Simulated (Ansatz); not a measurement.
Crystal: GaAs.

```xyz
2
Lattice="0.0000 2.8268 2.8268 2.8268 0.0000 2.8268 2.8268 2.8268 0.0000" Properties=species:S:1:pos:R:3 pbc="T T T"
As    4.2403    4.2403    4.2403
Ga    0.0000    0.0000    0.0000
```

```yaml
Program: Ansatz 0.2.0
Task: relaxation of cell and atoms
Functional: HSE03
Potentials_or_basis: Ansatz PAW
Cutoff: "420 eV (not typed: the program's choice for these potentials)"
k_mesh: 4 × 4 × 4
Occupations: fermi-dirac, width 0.05 eV
Spin: no spin polarisation
```

At the start: volume 22.59 Å³/atom.

Task: Where does the relaxation end?

Result: It ends after 4 steps and the volume is 23.11 Å³/atom (+2.3 %); space group F-43m (No. 216, to 0.05 Å).

Step by step:
| step | energy change (eV) | largest force (eV/Å) | volume (Å³) |
| --- | --- | --- | --- |
| 1 | 0.0000 | 0.0000 | 45.18 |
| 2 | -0.0052 | 0.0000 | 46.10 |
| 3 | -0.0052 | 0.0000 | 46.23 |
| 4 | -0.0054 | 0.0000 | 46.23 |

Final structure:
```
As Ga
1.0
     0.00000    2.84858    2.84858
     2.84858    0.00000    2.84858
     2.84858    2.84858    0.00000
As Ga
1 1
Direct
  0.75000 0.75000 0.75000
  0.00000 0.00000 0.00000
```

Caveat: the k mesh is coarse (spacing up to 0.48 Å⁻¹), so the values aren't converged, least of all with exact exchange; the plane-wave basis is chosen anew once the cell has moved, so the energies of steps on either side of that aren't comparable; the PAW data sets come from PBE, with cores solved anew for the run's functional, which leaves a small shift of forces and pressure.
